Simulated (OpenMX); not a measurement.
SnO:

```
CELL_PARAMETERS angstrom
3.81370 0.00000 0.00000
0.00000 3.81370 0.00000
0.00000 0.00000 4.88691
ATOMIC_POSITIONS crystal
Sn 0.50000 0.00000 0.76463
Sn 0.00000 0.50000 0.23537
O 0.00000 0.00000 0.00000
O 0.50000 0.50000 0.00000
```

The cell is a database's computed one.

Base run:

* Program: OpenMX 3.8.5
* Functional: PBE
* Potentials or basis: OpenMX 2013 PBE set, Sn7.0-s3p2d2, O6.0-s2p2d1, grid cutoff 500 Ry
* k mesh: 7 × 7 × 7
* Occupations: fermi-dirac, width 0.05 eV
* Spin: no spin polarisation

Its results: band gap on the k mesh 0.29 eV, indirect (least direct gap 1.89 eV); pressure 7.8 GPa; largest force 1.195 eV/Å.

Q: The run is repeated on the same cell with these changes: potentials or basis from OpenMX 2013 PBE set, Sn7.0-s3p2d2, O6.0-s2p2d1, grid cutoff 500 Ry to OpenMX 2013 PBE set, Sn7.0-s3p2d2f1, O6.0-s3p2d2, grid cutoff 500 Ry. What comes out?

A: Band gap on the k mesh 0.34 eV, indirect (least direct gap 1.96 eV); pressure 6.6 GPa; largest force 0.898 eV/Å.

Caveats: spin-orbit coupling is left out, which moves the levels of the heavy elements; the mesh misses the band edges, which the band path finds closer together; the basis of atomic orbitals isn't converged, which shifts pressures, moduli and gaps; forces of over 1 eV/Å show positions far from the minimum, so gaps and moduli don't describe the material at rest (some runs).
